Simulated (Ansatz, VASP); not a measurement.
# One calculation of PbO2, two programs

The input INCAR:

```
SYSTEM = PbO2
  PREC = Accurate
  ENCUT = 520
  EDIFF = 1E-6
  ISMEAR = -1
  SIGMA = 0.05
  LREAL = .FALSE.
  LASPH = .TRUE.
  NELM = 60
  ALGO = Normal
  ISIF = 2
  LWAVE = .FALSE.
  LCHARG = .FALSE.
  GGA = PS
  NBANDS = 35
```

The input KPOINTS:

```
Automatic mesh
0
G
  6 6 8
  0 0 0
```

File POSCAR:

```
PbO2
1.0
    4.9949598700      0.0000000000      0.0000000000
    0.0000000000      4.9949598700      0.0000000000
    0.0000000000      0.0000000000      3.4090009600
Pb O
2 4
Direct
    0.5000000000      0.5000000000      0.5000000000
    0.0000000000      0.0000000000      0.0000000000
    0.6925710400      0.6925710400      0.0000000000
    0.8074289600      0.1925710400      0.5000000000
    0.1925710400      0.8074289600      0.5000000000
    0.3074289600      0.3074289600      0.0000000000
```

Contents of KPOINTS_OPT:

```
path GXMGZRAZ,XR,MA
15
line-mode
reciprocal
 0.0000000000  0.0000000000  0.0000000000  G
 0.0000000000  0.5000000000  0.0000000000  X

 0.0000000000  0.5000000000  0.0000000000  X
 0.5000000000  0.5000000000  0.0000000000  M

 0.5000000000  0.5000000000  0.0000000000  M
 0.0000000000  0.0000000000  0.0000000000  G

 0.0000000000  0.0000000000  0.0000000000  G
 0.0000000000  0.0000000000  0.5000000000  Z

 0.0000000000  0.0000000000  0.5000000000  Z
 0.0000000000  0.5000000000  0.5000000000  R

 0.0000000000  0.5000000000  0.5000000000  R
 0.5000000000  0.5000000000  0.5000000000  A

 0.5000000000  0.5000000000  0.5000000000  A
 0.0000000000  0.0000000000  0.5000000000  Z

 0.0000000000  0.5000000000  0.0000000000  X
 0.0000000000  0.5000000000  0.5000000000  R

 0.5000000000  0.5000000000  0.0000000000  M
 0.5000000000  0.5000000000  0.5000000000  A
```

File input.yaml:

```yaml
crystal:
  lattice:
    - [4.99495987, 0.0, 0.0]
    - [0.0, 4.99495987, 0.0]
    - [0.0, 0.0, 3.40900096]
  atoms:
    - { symbol: Pb, position: [0.5, 0.5, 0.5] }
    - { symbol: Pb, position: [0.0, 0.0, 0.0] }
    - { symbol: O, position: [0.69257104, 0.69257104, 0.0] }
    - { symbol: O, position: [0.80742896, 0.19257104, 0.5] }
    - { symbol: O, position: [0.19257104, 0.80742896, 0.5] }
    - { symbol: O, position: [0.30742896, 0.30742896, 0.0] }
hamiltonian:
  xc: pbesol
  pseudopotentials: { kind: paw }
kpoints:
  mp_grid: { grid: [6, 6, 8] }
  band_path:
    path:
      - [[0.0, 0.0, 0.0], [0.0, 0.5, 0.0], [0.5, 0.5, 0.0], [0.0, 0.0, 0.0], [0.0, 0.0, 0.5], [0.0, 0.5, 0.5], [0.5, 0.5, 0.5], [0.0, 0.0, 0.5]]
      - [[0.0, 0.5, 0.0], [0.0, 0.5, 0.5]]
      - [[0.5, 0.5, 0.0], [0.5, 0.5, 0.5]]
    npoints: 14
scf:
  occupations: { method: fermi_dirac, width: 0.05 }
  n_extra_bands: 15
output:
  forces: true
  stress: true
  eigenvalues: true
  fatbands: true
  write_density: true
  write_potential: true
  elf: true
  volumetric_format: npy
```

The cell is a database's computed one.

Alike in both runs: task band structure; functional PBEsol; k mesh 6 × 6 × 8; occupations fermi-dirac, width 0.05 eV; no spin polarisation.

|  | VASP | Ansatz |
| --- | --- | --- |
| version | VASP 6.6.1 | Ansatz 0.2.0 |
| potentials or method | VASP PAW PBE potentials, release 64 (Pb_d, O) | Ansatz PAW |
| plane-wave cutoff (eV) | 520 | 420 |
| valence electrons in the cell | 52 | 52 |

VASP gave:

| Property | Result |
| --- | --- |
| gap on the k mesh at the Fermi level (eV) | 0.07 |
| least direct gap on the mesh (eV) | 0.11 |
| pressure (GPa) | 0.5 |
| largest component of the traceless stress (GPa) | 0.13 |
| rms of the force components (eV/Å) | 0.003 |

Which values does Ansatz return?

gap on the k mesh at the Fermi level (eV): 0.07; least direct gap on the mesh (eV): 0.11; pressure (GPa): 0.2; largest component of the traceless stress (GPa): 0.00; rms of the force components (eV/Å): 0.008.

Atom by atom the forces differ by 0.005 eV/Å (rms over components). The functional is the same, so the differences come from potentials, cutoffs and numerics.

Caveats: spin-orbit coupling is left out, which moves the levels of the heavy elements; the PAW data sets were made with another functional, which shifts forces and pressure a little (VASP); the pressure holds a Pulay correction of +0.6 GPa for the finite cutoff (Ansatz); the PAW data sets come from PBE, with cores solved anew for the run's functional, which leaves a small shift of forces and pressure (Ansatz).
